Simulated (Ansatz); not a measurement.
# EuO: band structure with BLYP

Crystal: EuO.

```xyz
2
Lattice="0.0000 2.5720 2.5720 2.5720 0.0000 2.5720 2.5720 2.5720 0.0000" Properties=species:S:1:pos:R:3 pbc="T T T"
Eu    0.0000    0.0000    0.0000
O     2.5720    2.5720    2.5720
```

| Property | Result |
| --- | --- |
| Program | Ansatz 0.2.0 |
| Task | band structure |
| Functional | BLYP |
| Potentials or basis | Ansatz PAW |
| Cutoff | 420 eV (not typed: the program's choice for these potentials) |
| k mesh | 9 × 9 × 9 |
| Occupations | fermi-dirac, width 0.05 eV |
| Spin | collinear spin, ferromagnetic start |
| Starting moments | [7.0, 0.0] μB |
| Path | [["G", "X", "W", "K", "G", "L", "U", "W", "L", "K"], ["U", "X"]] |
| Points for each segment of the path | 14 |

| Quantity | Value |
| --- | --- |
| Pressure | 0.0 GPa |
| Band gap on the k mesh | none (metal or under the smearing width) |
| Net moment | 6.95 μB per cell |
| Absolute moment | 7.08 μB per cell |
| Site moments | Eu +6.62; O -0.05 μB |

Levels at the corners of the path, in eV from the Fermi level:
Spin up:
| point | band 12 | band 13 | band 14 | band 15 | band 16 | band 17 | band 18 |
| --- | --- | --- | --- | --- | --- | --- | --- |
| Γ | -0.28 | -0.08 | 0.01 | 0.01 | 0.01 | 1.64 | 1.64 |
| X | -0.40 | -0.40 | -0.33 | -0.09 | -0.09 | 3.41 | 5.61 |
| W | -0.42 | -0.33 | -0.32 | -0.31 | 1.95 | 1.95 | 4.20 |
| K | -0.40 | -0.38 | -0.32 | -0.22 | 0.79 | 3.82 | 4.38 |
| Γ | -0.28 | -0.08 | 0.01 | 0.01 | 0.01 | 1.64 | 1.64 |
| L | -0.31 | -0.31 | -0.31 | -0.27 | 2.28 | 4.27 | 4.27 |
| U | -0.40 | -0.38 | -0.32 | -0.22 | 0.79 | 3.82 | 4.38 |
| W | -0.42 | -0.33 | -0.32 | -0.31 | 1.95 | 1.95 | 4.20 |
| L | -0.31 | -0.31 | -0.31 | -0.27 | 2.28 | 4.27 | 4.27 |
| K | -0.40 | -0.38 | -0.32 | -0.22 | 0.79 | 3.82 | 4.38 |
| U | -0.40 | -0.38 | -0.32 | -0.22 | 0.79 | 3.82 | 4.38 |
| X | -0.40 | -0.40 | -0.33 | -0.09 | -0.09 | 3.41 | 5.61 |
Spin down:
```csv
point,band 4,band 5,band 6,band 7,band 8,band 9,band 10,band 11,band 12,band 13
Γ,-17.78,-17.78,-3.91,-3.91,-3.91,0.60,2.53,2.53,2.53,3.44
X,-18.20,-18.20,-3.94,-3.85,-3.85,-0.38,3.92,3.99,4.11,4.11
W,-18.54,-17.14,-4.97,-4.04,-4.04,2.16,2.16,4.04,4.04,4.15
K,-18.08,-17.34,-4.68,-4.36,-4.03,1.05,3.50,3.90,4.04,4.14
Γ,-17.78,-17.78,-3.91,-3.91,-3.91,0.60,2.53,2.53,2.53,3.44
L,-17.87,-16.50,-5.89,-4.97,-4.97,2.90,3.47,3.87,3.87,4.26
U,-18.08,-17.34,-4.68,-4.36,-4.03,1.05,3.50,3.90,4.04,4.14
W,-18.54,-17.14,-4.97,-4.04,-4.04,2.16,2.16,4.04,4.04,4.15
L,-17.87,-16.50,-5.89,-4.97,-4.97,2.90,3.47,3.87,3.87,4.26
K,-18.08,-17.34,-4.68,-4.36,-4.03,1.05,3.50,3.90,4.04,4.14
U,-18.08,-17.34,-4.68,-4.36,-4.03,1.05,3.50,3.90,4.04,4.14
X,-18.20,-18.20,-3.94,-3.85,-3.85,-0.38,3.92,3.99,4.11,4.11
```

Run time: 4.5 s on 2 threads of Arm Neoverse V1, on a shared host, peak memory 0.36 GiB.

The gap isn't set beside the measured one, since this odd mesh misses points on the zone boundary.

Caveat: the pressure holds a Pulay correction of +0.5 GPa for the finite cutoff; spin-orbit coupling is left out, which moves the levels of the heavy elements; a cell with one magnetic atom can't hold antiferromagnetic order, which such compounds often take; without U or exact exchange the open f shell lies at the Fermi level, which spoils levels, moments and volumes; the PAW data sets come from PBE, with cores solved anew for the run's functional, which leaves a small shift of forces and pressure. The state reached can hang on the start; a lower one may exist.
